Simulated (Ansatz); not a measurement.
Set up this calculation in Ansatz 0.2.0, as the native input.

```yaml
Task: relaxation of cell and atoms
Functional: PBEsol
Dispersion: D3(BJ)
Potentials_or_basis: Ansatz PAW
Cutoff: "420 eV (not typed: the program's choice for these potentials)"
k_mesh: 7 × 7 × 7
Occupations: fermi-dirac, width 0.05 eV
Spin: no spin polarisation
```

The system is TePb.

```
Pb Te
1.0
     4.00229    0.00000    0.00000
     0.00000    4.00229    0.00000
     0.00000    0.00000    4.00229
Pb Te
1 1
Direct
  0.00000 0.00000 0.00000
  0.50000 0.50000 0.50000
```

Measurements of this composition are mostly on another form, of space group No. 225.

The input as run:

input.yaml

```yaml
crystal:
  lattice:
    - [4.002287, 0.0, 0.0]
    - [0.0, 4.002287, 0.0]
    - [0.0, 0.0, 4.002287]
  atoms:
    - { symbol: Pb, position: [0.0, 0.0, 0.0] }
    - { symbol: Te, position: [0.5, 0.5, 0.5] }
hamiltonian:
  xc: pbesol
  pseudopotentials: { kind: paw }
  dispersion: d3bj
kpoints:
  mp_grid: { grid: [7, 7, 7] }
scf:
  occupations: { method: fermi_dirac, width: 0.05 }
output:
  forces: true
  stress: true
  write_density: true
  write_potential: true
  elf: true
  volumetric_format: npy
relax:
  f_tol: 0.01
  max_steps: 40
  cell: { stress_tol: 0.05 }
```

Potentials or basis: Ansatz PAW.

Run with:

```sh
$ ansatz run input.yaml --threads 2 --pin off --max-ram 5632MiB --backend cpu --events-out ev --progress --plain --runs-dir out
```

Results of the run:

The relaxed volume is 28.32 Å³/atom and the relaxed cell is a = 3.840 Å, b = 3.840 Å, c = 3.840 Å, α = 90.00°, β = 90.00°, γ = 90.00°. The space group after relaxing (to 0.05 Å) is Pm-3m (No. 221), the energy gained by relaxing is 61.8 meV/atom and the ionic steps are 5. The pressure after relaxing is 0.0 GPa and the band gap on the k mesh is none (metal or under the smearing width).

Caveat: the plane-wave basis is chosen anew once the cell has moved, so the energies of steps on either side of that aren't comparable; pairwise dispersion overbinds metals, which lowers pressure and volume; the PAW data sets come from PBE, with cores solved anew for the run's functional, which leaves a small shift of forces and pressure.

It took 4 s on 2 threads of Intel(R) Xeon(R) Processor @ 2.70GHz, with other jobs on the host, peak memory 0.38 GiB.
